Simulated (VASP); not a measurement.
# SnTe (Fm-3m) in VASP: notebook

The runs below take SnTe through single point, with PBE.

Everything below comes from runs of VASP 6.6.1. Logs are shortened: lines on timing, memory, paths and dates and some standing lists are left out, and cuts for length are marked.

## Step 1: The crystal as given

The structure is cubic, space group Fm-3m (No. 225). Conventional cell: a = 6.302 Å, b = 6.302 Å, c = 6.302 Å, α = 90.00°, β = 90.00°, γ = 90.00°. Te (site symmetry m-3m) is surrounded by 6 Sn at 3.15 Å. Sn (site symmetry m-3m) has 6 Te at 3.15 Å as nearest neighbours.

## Step 2: Single point, PBE

File INCAR:

```
SYSTEM = SnTe
ADDGRID  = .False.      
ALGO     = Normal         ! electronic algorithm
EDIFF    = 1E-7           ! SCF threshold, eV
ENCUT    = 400            ! plane-wave cutoff, eV
GGA      = PE             ! functional
ISIF     = 2              ! what is computed and relaxed
ISMEAR   = 0              ! smearing method
LASPH    = .True.         ! aspherical terms in the spheres
LCHARG   = .False.        ! write CHGCAR
LREAL    = .False.        ! projectors in reciprocal space
LWAVE    = .False.        ! write WAVECAR
NELM     = 100            ! most SCF steps
PREC     = Accurate       ! precision mode
SIGMA    = 0.05           ! smearing width, eV
```

File KPOINTS:

```
k-points
0
Gamma
  9 9 9
  0 0 0
```

File POSCAR:

```
SnTe
1.0
    0.0000000000      3.1508500000      3.1508500000
    3.1508500000      0.0000000000      3.1508500000
    3.1508500000      3.1508500000      0.0000000000
Te Sn
1 1
Direct
    0.5000000000      0.5000000000      0.5000000000
    0.0000000000      0.0000000000      0.0000000000
```

Potentials or basis: VASP PAW PBE potentials, release 64 (Te, Sn_d).

Command:

```console
cat potpaw_PBE.64/Te/POTCAR potpaw_PBE.64/Sn_d/POTCAR > POTCAR
mpirun -np 1 vasp_std > vasp.out
```

OUTCAR:

```text
SYSTEM = SnTe
   EDIFF = 1E-7
   ENCUT = 400
   GGA = PE
   ISIF = 2
   ISMEAR = 0
   LASPH = .True.
   LREAL = .False.
   NELM = 100
   PREC = Accurate

 Found     35 irreducible k-points:

 Following reciprocal coordinates:
            Coordinates               Weight
  0.000000  0.000000  0.000000      1.000000
  0.111111  0.000000  0.000000      8.000000
  0.222222  0.000000  0.000000      8.000000
  0.333333  0.000000  0.000000      8.000000
  0.444444  0.000000  0.000000      8.000000
  0.111111  0.111111  0.000000      6.000000
   k-points           NKPTS =     35   k-points in BZ     NKDIM =     35   number of bands    NBANDS=     14
   number of dos      NEDOS =    301   number of ions     NIONS =      2
   total plane-waves  NPLWV =  27000
   dimension x,y,z NGX =    30 NGY =   30 NGZ =   30
   dimension x,y,z NGXF=    60 NGYF=   60 NGZF=   60
   ions per type =               1   1
   NGX,Y,Z   is equivalent  to a cutoff of  11.19, 11.19, 11.19 a.u.
   NGXF,Y,Z  is equivalent  to a cutoff of  22.39, 22.39, 22.39 a.u.
 SYSTEM =  SnTe
   PREC   = accura    normal or accurate (medium, high low for compatibility)
   ISTART =      0    job   : 0-new  1-cont  2-samecut
   ICHARG =      2    charge: 1-file 2-atom 10-const
   ISPIN  =      1    spin polarized calculation?
   LNONCOLLINEAR =      F non collinear calculations
   LSORBIT =      F    spin-orbit coupling
   LASPH  =      T    aspherical Exc in radial PAW
   ENCUT  =  400.0 eV  29.40 Ry    5.42 a.u.   7.27  7.27  7.27*2*pi/ulx,y,z
   NELM   =    100;   NELMIN=  2; NELMDL= -5     # of ELM steps
   EDIFF  = 0.1E-06   stopping-criterion for ELM
   LREAL  =      F    real-space projection
   EDIFFG = 0.1E-05   stopping-criterion for IOM
   NSW    =      0    number of steps for IOM
   IBRION =     -1    ionic relax: 0-MD 1-quasi-New 2-CG
   NFREE  =      0    steps in history (QN), initial steepest desc. (CG)
   ISIF   =      2    stress and relaxation
   ISYM   =      2    0-nonsym 1-usesym 2-fastsym
   POTIM  = 0.5000    time-step for ionic-motion
   TEBEG  =    0.0;   TEEND  =   0.0 temperature during run
   PSTRESS=    0.0 pullay stress
   NELECT =      20.0000    total number of electrons
   NUPDOWN=      -1.0000    fix difference up-down
   EMIN   =  10.00;   EMAX   =-10.00  energy-range for DOS
   EFERMI =   0.00;   METHOD = LEGACY
   ISMEAR =     0;   SIGMA  =   0.05  broadening in eV -4-tet -1-fermi 0-gaus
   EFERMI_NEDOS =   21; number of points for ismear=-14 and -15
   IALGO  =     38    algorithm
   IMIX   =      4    mixing-type and parameters
     AMIX     =   0.40;   BMIX     =  1.00
     AMIX_MAG =   1.60;   BMIX_MAG =  1.00
  volume/ion in A,a.u.               =      31.28       211.10
  Fermi-wavevector in a.u.,A,eV,Ry     =   1.119387  2.115336 17.048485  1.253028
  Thomas-Fermi vector in A             =   2.256026
   LORBIT       =      0    0 simple, 1 ext, 2 COOP (PROOUT), +10 PAW based schemes
   GGA     = PE    functional components
   LHFCALC =     F    Hartree Fock is set to
   AEXX    =    0.0000 exact exchange contribution
   IVDW    =     0    specifies the selected vdW correction
   LEPSILON=     F    determine dielectric tensor
   LRPA    =     F    only Hartree local field effects (RPA)
 non-spin polarized calculation
 Gauss-broadening in eV      SIGMA  =   0.05
  energy-cutoff  :      400.00
  volume of cell :       62.56
 maximum number of plane-waves:      1153
 NGX is ok and might be reduce to    30
   NGX = 15   NGY = 15   NGZ = 15

 number of electron      19.9999997 magnetization

 Free energy of the ion-electron system (eV)
  ---------------------------------------------------
  ext. energy  EPLUGINS =         0.00000000
  ---------------------------------------------------
  free energy    TOTEN  =        -7.54430289 eV

  energy without entropy =       -7.54430289  energy(sigma->0) =       -7.54430289

 E-fermi :   7.0263     XC(G=0):  -9.4946

 val. band max:        6.7781031808   @ k =   0.4444   0.0000   0.0000
 cond. band min:       7.2938970789   @ k =   0.4444   0.0000   0.0000
 fundamental gap:      0.5157938981
 Fermi energy:         7.0262822287

 k-point     1 :       0.0000    0.0000    0.0000
  band No.  band energies     occupation
      1     -14.9447      2.00000
      2     -14.9447      2.00000
      3     -14.9389      2.00000
      4     -14.9389      2.00000
      5     -14.9389      2.00000
      6      -5.8467      2.00000
      7       2.2809      2.00000
      8       4.8128      2.00000
      9       4.8128      2.00000
     10       4.8128      2.00000
     11      10.3086      0.00000
     12      10.3086      0.00000
     13      10.3086      0.00000
     14      11.7079      0.00000

 k-point     2 :       0.1111    0.0000    0.0000
  band No.  band energies     occupation
      1     -14.9452      2.00000
      2     -14.9452      2.00000
      3     -14.9387      2.00000
      4     -14.9382      2.00000
      5     -14.9382      2.00000
      6      -5.7425      2.00000
      7       1.6959      2.00000
      8       4.8307      2.00000
      9       4.8307      2.00000
     10       5.2302      2.00000
     11       9.7456      0.00000
     12       9.7456      0.00000
     13       9.7745      0.00000
     14      11.6493      0.00000

 k-point     3 :       0.2222    0.0000    0.0000
  band No.  band energies     occupation
      1     -14.9467      2.00000
      2     -14.9467      2.00000
      3     -14.9382      2.00000
      4     -14.9362      2.00000
      5     -14.9362      2.00000
      6      -5.4442      2.00000
      7       0.5767      2.00000
      8       4.8943      2.00000
      9       4.8943      2.00000
     10       5.8721      2.00000
     11       8.7640      0.00000
     12       8.7640      0.00000
     13       8.8299      0.00000
     14      11.9184      0.00000

 k-point     4 :       0.3333    0.0000    0.0000
  band No.  band energies     occupation
      1     -14.9486      2.00000
      2     -14.9485      2.00000
      3     -14.9377      2.00000
      4     -14.9338      2.00000
      5     -14.9338      2.00000
      6      -5.0129      2.00000
      7      -0.5236      2.00000
      8       5.0107      2.00000
      9       5.0107      2.00000
     10       6.3599      2.00000
     11       7.9097      0.00000
     12       7.9097      0.00000
     13       7.9686      0.00000
     14      12.8283      0.00000

 k-point     5 :       0.4444    0.0000    0.0000
  band No.  band energies     occupation
      1     -14.9498      2.00000
      2     -14.9498      2.00000
      3     -14.9374      2.00000
      4     -14.9322      2.00000
      5     -14.9321      2.00000
      6      -4.6292      2.00000
      7      -1.2689      2.00000
      8       5.1288      2.00000
      9       5.1288      2.00000
     10       6.7781      2.00000
     11       7.2939      0.00000
     12       7.3960      0.00000
     13       7.3960      0.00000
     14      14.2299      0.00000

 k-point     6 :       0.1111    0.1111    0.0000
  band No.  band energies     occupation
      1     -14.9464      2.00000
      2     -14.9441      2.00000
      3     -14.9394      2.00000
      4     -14.9377      2.00000
      5     -14.9377      2.00000
      6      -5.7080      2.00000
      7       1.6305      2.00000
      8       4.5681      2.00000
      9       4.5681      2.00000
     10       5.7674      2.00000
     11       8.6307      0.00000
     12      10.3574      0.00000
     13      10.3574      0.00000
     14      11.0411      0.00000

 [... further k-points ...]

------------------------ aborting loop because EDIFF is reached ----------------------------------------

  FORCE on cell =-STRESS in cart. coord.  units (eV):
  Direction    XX          YY          ZZ          XY          YZ          ZX
  --------------------------------------------------------------------------------------
  -------------------------------------------------------------------------------------
  Total        0.8808114      0.8808114      0.8808114      0.0000000      0.0000000      0.0000000
  in kB       22.5569479     22.5569479     22.5569479      0.0000000      0.0000000      0.0000000
  external PRESSURE =      22.5569479 kB  Pullay stress =       0.0000000 kB

 VOLUME and BASIS-vectors are now :
 -----------------------------------------------------------------------------
  energy-cutoff  :      400.00
  volume of cell :       62.56
      direct lattice vectors                 reciprocal lattice vectors
     0.000000000  3.150850000  3.150850000    -0.158687338  0.158687338  0.158687338
     3.150850000  0.000000000  3.150850000     0.158687338 -0.158687338  0.158687338
     3.150850000  3.150850000  0.000000000     0.158687338  0.158687338 -0.158687338

 POSITION                                       TOTAL-FORCE (eV/Angst)
 -----------------------------------------------------------------------------------
      3.15085      3.15085      3.15085         0.000000     -0.000000     -0.000000
      0.00000      0.00000      0.00000        -0.000000      0.000000      0.000000
 -----------------------------------------------------------------------------------
    total drift:                               -0.000000      0.000000      0.000000

  FREE ENERGIE OF THE ION-ELECTRON SYSTEM (eV)
  ---------------------------------------------------
  free  energy   TOTEN  =        -7.5443028950 eV

  energy  without entropy=       -7.5443028950  energy(sigma->0) =       -7.54430289
```

Wall time 15 s (1 thread of Intel Xeon Platinum 8488C (Sapphire Rapids), shared host); peak memory 0.17 GiB.

These settings aren't checked as converged: the numbers below hold their error.

What came out:

```yaml
Free_energy: -7.5443 eV
Pressure: 2.3 GPa
```

Caveat: this odd mesh misses L, where the gap lies, so gap, dielectric constants and Born charges aren't listed.

## Step 3: Single point, PBE

INCAR: that of step 2 with these lines changed.

```diff
@@ -4,3 +4,3 @@
 EDIFF    = 1E-7           ! SCF threshold, eV
-ENCUT    = 400            ! plane-wave cutoff, eV
+ENCUT    = 460            ! plane-wave cutoff, eV
 GGA      = PE             ! functional
```

KPOINTS is that of step 2.

POSCAR is that of step 2.

Potentials or basis: VASP PAW PBE potentials, release 64 (Te, Sn_d).

Command:

```console
cat potpaw_PBE.64/Te/POTCAR potpaw_PBE.64/Sn_d/POTCAR > POTCAR
mpirun -np 1 vasp_std > vasp.out
```

Wall time 12 s (1 thread of Intel Xeon Platinum 8488C (Sapphire Rapids), shared host); peak memory 0.18 GiB.

The run converged, but some of its settings lie outside the range that counts as converged, so its numbers aren't taken as properties of the crystal.

Results:

```yaml
Free_energy: -7.5446 eV
Pressure: 2.3 GPa
```

Caveat: this odd mesh misses L, where the gap lies, so gap, dielectric constants and Born charges aren't listed.

## Step 4: The reference run

An earlier run on the cell as given: functional PBE; potentials or basis VASP PAW PBE potentials, release 64 (Te, Sn_d); cutoff 520 eV; k mesh 7 × 7 × 7; occupations fermi-dirac, width 0.05 eV; no spin polarisation.

* Pressure: 2.2 GPa
